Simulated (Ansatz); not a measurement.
# BaTiO3: the cost of one run

Program: Ansatz 0.2.0. Level of theory: DFT PBE, scalar-relativistic. These are calculated values, not measurements.

**1. The structure to begin with**

Symmetry: P4mm, No. 99, tetragonal system. The conventional cell has a = 4.000 Å, b = 4.000 Å, c = 4.018 Å, α = 90.00°, β = 90.00°, γ = 90.00°. Around Ba (site symmetry 4mm) lie 12 O at 2.79 to 2.88 Å. Ti (site symmetry 4mm) has 6 O at 1.87 to 2.15 Å as nearest neighbours. O (site symmetry 4mm) is surrounded by 2 Ti at 1.87 to 2.15 Å. O (site symmetry 2mm) has 2 Ti at 2.00 Å and 4 Ba at 2.79 to 2.88 Å as nearest neighbours.

Coordinates:

```xyz
5
Lattice="3.9998 0.0000 0.0000 0.0000 3.9998 0.0000 0.0000 0.0000 4.0180" Properties=species:S:1:pos:R:3 pbc="T T T"
Ba    0.0000    0.0000    0.0000
Ti    1.9999    1.9999    1.9367
O     1.9999    1.9999    0.0643
O     1.9999    0.0000    2.0693
O     0.0000    1.9999    2.0693
```

Atoms are numbered in the order of the input: Ba1, Ti2, O3, O4, O5.

**2. Volume × 0.94, LAPW**

Contents of input.yaml:

```yaml
crystal:
  lattice:
    - [3.9181485176, 0.0, 0.0]
    - [0.0, 3.9181485176, 0.0]
    - [0.0, 0.0, 3.9359769848]
  atoms:
    - { symbol: Ba, position: [0.0, 0.0, 0.0] }
    - { symbol: Ti, position: [0.5, 0.5, 0.482] }
    - { symbol: O, position: [0.5, 0.5, 0.016] }
    - { symbol: O, position: [0.5, 0.0, 0.515] }
    - { symbol: O, position: [0.0, 0.5, 0.515] }
kpoints:
  mp_grid: { grid: [7, 7, 7] }
  band_path:
    path:
      - [0.0, 0.0, 0.0]
      - [0.0, 0.5, 0.0]
      - [0.5, 0.5, 0.0]
      - [0.0, 0.0, 0.0]
      - [0.0, 0.0, 0.5]
      - [0.0, 0.5, 0.5]
      - [0.5, 0.5, 0.5]
      - [0.0, 0.0, 0.5]
      - [0.0, 0.5, 0.0]
    npoints: 5
scf:
  occupations: { method: fermi_dirac, width: 0.08 }
hamiltonian:
  xc: pbe
  pseudopotentials: { kind: all_electron, lapw: { basis_error: 0.001 } }
output:
  forces: true
  stress: true
  eigenvalues: true
```

On the command line:

```console
$ ansatz run input.yaml --threads 2 --pin off --max-ram 6144MiB --backend cpu --events-out ev --progress --plain --runs-dir out
```

What time and memory should one allow on 2 threads of Arm Neoverse V2, shared host?

About 86 s, with a peak of 0.58 GiB.
